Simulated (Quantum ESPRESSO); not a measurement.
# Mo (Im-3m) in Quantum ESPRESSO: notebook

The runs below take Mo through phonons and electron-phonon coupling, phonons, with PBE, LDA.

All numbers are computed with Quantum ESPRESSO 7.5; they aren't measurements. Logs are shortened: lines on timing, memory, paths and dates and some standing lists are left out, and cuts for length are marked.

### Step 1. The crystal as given

It takes space group Im-3m (No. 229, cubic). The conventional cell has a = 3.168 Å, b = 3.168 Å, c = 3.168 Å, α = 90.00°, β = 90.00°, γ = 90.00°. Around Mo (site symmetry m-3m) lie 8 Mo at 2.74 Å.

[end of part 1 of 3]
